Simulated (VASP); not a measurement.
Set up this calculation in VASP 6.6.1, as the native input.

- Task: relaxation of cell and atoms
- Functional: PBEsol
- Potentials or basis: VASP PAW PBE potentials, release 64 (Pb_d, Se)
- Cutoff: 600 eV
- k mesh: 8 × 8 × 8
- Occupations: gaussian, width 0.03 eV
- Spin: no spin polarisation
- Further INCAR settings: ALGO = Normal; EDIFF = 1e-07; IBRION = 2; EDIFFG = -0.005; NSW = 90; ISIF = 3

The structure of PbSe (Clausthalite) lies in POSCAR:

```
PbSe                                    
1.0
    0.0000000000      3.0519897382      3.0519897382
    3.0519897382      0.0000000000      3.0519897382
    3.0519897382      3.0519897382     -0.0000000000
  Pb              Se            
     1     1
Direct
     0.0000000000000000    0.0000000000000000    0.0000000000000000
     0.5000000000000000    0.5000000000000000    0.5000000000000000
```

One way to write it, as run:

INCAR

```
PREC = Accurate
ENCUT = 600
EDIFF = 1E-7
ISMEAR = 0
SIGMA = 0.03
LREAL = False
LASPH = True
NELM = 80
ALGO = Normal
ISIF = 3
LWAVE = False
LCHARG = False
GGA = PS
IBRION = 2
NSW = 90
EDIFFG = -0.005
KPAR = 8
```

KPOINTS

```
Automatic mesh
0
Gamma
  8 8 8
```

Potentials or basis: VASP PAW PBE potentials, release 64 (Pb_d, Se).

Launch:

```console
$ cat potpaw_PBE.64/Pb_d/POTCAR potpaw_PBE.64/Se/POTCAR > POTCAR
$ mpirun -np 8 vasp_std > vasp.out
```

Results of the run:

```json
{"Pressure after relaxing": "0.0 GPa", "Band gap on the k mesh": "0.17 eV, direct"}
```

Caveat: the relaxation stopped at its first step, so nothing moved; the PAW data sets were made with another functional, which shifts forces and pressure a little; spin-orbit coupling is left out, which as a rule narrows the gap of such compounds by several tenths of an eV.

Run time: 26 s on 8 MPI ranks on Intel(R) Xeon(R) Platinum 8488C (Sapphire Rapids) (shared host), peak memory 0.23 GiB a rank.
